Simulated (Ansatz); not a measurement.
# Ga: the cost of one run

Program: Ansatz 0.2.0. Level of theory: DFT PBEsol, scalar-relativistic, plane waves, PAW. These are calculated values, not measurements.

1 further run of the same task is left out (set aside as unsound or not needed).

### 1 The starting structure

The structure is tetragonal, space group I4/mmm (No. 139). The conventional cell has a = 2.800 Å, b = 2.800 Å, c = 4.521 Å, α = 90.00°, β = 90.00°, γ = 90.00°. Around Ga (site symmetry 4/mmm) lie 12 Ga at 2.80 to 3.00 Å.

Coordinates:

```cif
data_structure
_symmetry_space_group_name_H-M 'I4/mmm'
_symmetry_Int_Tables_number 139
_cell_length_a 2.8003
_cell_length_b 2.8003
_cell_length_c 4.5207
_cell_angle_alpha 90.000
_cell_angle_beta 90.000
_cell_angle_gamma 90.000
_cell_volume 35.45
loop_
_atom_site_label
_atom_site_type_symbol
_atom_site_symmetry_multiplicity
_atom_site_Wyckoff_symbol
_atom_site_fract_x
_atom_site_fract_y
_atom_site_fract_z
_atom_site_occupancy
Ga1 Ga 2 a 0.00000 0.00000 0.00000 1
```

It is the result of an earlier relaxation at this level (volume 17.72 Å³/atom; gap on the mesh: none (metal)).

### 2 Bands, states and charges

Input file input.yaml:

```yaml
crystal:
  lattice:
    - [-1.4001506706, 1.4001506706, 2.2603409458]
    - [1.4001506706, -1.4001506706, 2.2603409458]
    - [1.4001506706, 1.4001506706, -2.2603409458]
  atoms:
    - { symbol: Ga, position: [0.0, 0.0, 0.0] }
basis:
  ecutwfc: 420
kpoints:
  mp_grid: { grid: [20, 20, 20] }
  band_path:
    path:
      - [[0.0, 0.0, 0.0], [0.0, 0.0, 0.5], [0.25, 0.25, 0.25], [0.0, 0.5, 0.0], [0.0, 0.0, 0.0], [0.5, 0.5, -0.5], [0.34592717, 0.65407283, -0.34592717]]
      - [[-0.34592717, 0.34592717, 0.34592717], [0.0, 0.0, 0.0]]
      - [[0.0, 0.0, 0.5], [-0.19185435, 0.19185435, 0.5]]
      - [[0.5, 0.5, -0.19185435], [0.5, 0.5, -0.5]]
    npoints: 14
hamiltonian:
  xc: pbesol
scf:
  occupations: { method: gaussian, width: 0.1 }
  n_extra_bands: 6
output:
  forces: true
  stress: true
  eigenvalues: true
  populations: true
  dos: { projected: true, de: 0.02, nscf_kmesh: { grid: [30, 30, 30] } }
  bader: true
```

Launch:

```sh
> ansatz run input.yaml --threads 1 --pin off --max-ram 2560MiB --backend cpu --events-out ev --progress --plain --runs-dir out
```

What time and memory should one allow on 1 thread of Intel Xeon at 2.50GHz (Skylake/Cascade Lake), shared host?

About 66 s, with a peak of 0.56 GiB.
